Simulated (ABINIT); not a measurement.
The system is BN.

```xyz
4
Lattice="2.5539 0.0000 0.0000 -1.2770 2.2118 0.0000 0.0000 0.0000 4.2269" Properties=species:S:1:pos:R:3 pbc="T T T"
N     0.0000    1.4745    0.5295
N     1.2770    0.7373    2.6430
B     0.0000    1.4745    2.1123
B     1.2770    0.7373    4.2257
```

Measurements of this composition are mostly on another form, of space group No. 194.

```yaml
Program: ABINIT 10.8.3 (patched build)
Task: single point
Functional: PBE
Potentials_or_basis: JTH PAW PBE v2.0
Cutoff: 707 eV
k_mesh: 12 × 12 × 6
Occupations: fermi-dirac, width 0.05 eV
Spin: no spin polarisation
```

On this cell: pressure -0.1 GPa; largest force 0.015 eV/Å; band gap on the k mesh 5.19 eV, indirect (least direct gap 8.22 eV).

The same run follows on a disturbed copy (atoms moved at random, drawn with an rms of 0.05 Å):

```
CELL_PARAMETERS angstrom
2.55394 0.00000 0.00000
-1.27697 2.21178 0.00000
0.00000 0.00000 4.22685
ATOMIC_POSITIONS crystal
N 0.33349 0.65369 0.12233
N 0.66826 0.32131 0.62147
B 0.32327 0.67179 0.48849
B 0.69674 0.34690 0.99522
```

**Question.** What does the disturbed cell give?

**Answer.** The energy moves by +31.6 meV/atom; pressure 1.2 GPa; largest force 1.825 eV/Å; band gap on the k mesh 4.46 eV, indirect (least direct gap 7.36 eV).

Forces in eV/Å, atoms in the order of the input:
```
N    0.738  1.247 -0.357
N   -0.601  0.928 -0.348
B    1.049 -0.829  1.043
B   -1.186 -1.346 -0.337
```

Stress tensor (GPa, compression positive):
```
2.12 1.11 0.76
1.11 1.26 1.22
0.76 1.22 0.33
```

Caveats: the atomic spheres overlap (some runs).

A k mesh can miss the band edges.
